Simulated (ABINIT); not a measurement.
Wanted: the native input for an ABINIT 10.8.3 (patched build) run.

```yaml
Task: single point
Functional: PBE
Potentials_or_basis: JTH PAW PBE v2.0
Cutoff: 626 eV
k_mesh: 7 × 7 × 7
Occupations: fermi-dirac, width 0.05 eV
Spin: no spin polarisation
Fine-grid_cutoff: 1224.51 eV
Exchange_and_correlation_inside_the_PAW_spheres: full angular mesh (pawxcdev 0, this build's default; the released program takes 1)
```

Crystal: MgO.

```xyz
2
Lattice="0.0000 2.0970 2.0970 2.0970 0.0000 2.0970 2.0970 2.0970 0.0000" Properties=species:S:1:pos:R:3 pbc="T T T"
Mg    0.0000    0.0000    0.0000
O     2.0970    2.0970    2.0970
```

The cell is a database's computed one.

These files were run (other wordings do the same):

run.abi

```
pp_dirpath "./"
pseudos "Mg.GGA_PBE-JTH.xml, O.GGA_PBE-JTH.xml"

acell 2.9656078099 2.9656078099 2.9656078099 Angstrom
rprim
     0.0000000000     0.7071067812     0.7071067812
     0.7071067812     0.0000000000     0.7071067812
     0.7071067812     0.7071067812     0.0000000000
ntypat 2
znucl 12 8
natom 2
typat 1 2
xred
     0.0000000000     0.0000000000     0.0000000000
     0.5000000000     0.5000000000     0.5000000000

ecut 23.0
pawecutdg 45.0

kptopt 1
ngkpt 7 7 7
nshiftk 1
shiftk 0.0 0.0 0.0

ixc 11

nband 12
occopt 3
tsmear 0.00183747

nstep 100
tolvrs 1.0e-9

iomode 3
prtwf 0
prteig 0
prtebands 0
prtden 1
prtvha 1
prtvclmb 1
prtpot 1
```

Potentials or basis: JTH PAW PBE v2.0.

Command:

```bash
$ abinit run.abi > log 2>&1
```

It gave:

* Pressure: 7.1 GPa
* Band gap on the k mesh: 4.86 eV, direct
* Valence electrons inside the program's atomic spheres: Mg 8.30; O 4.60

Wall time 6.9 s on 1 thread of Arm Neoverse V2, on a shared host, peak memory 0.11 GiB.
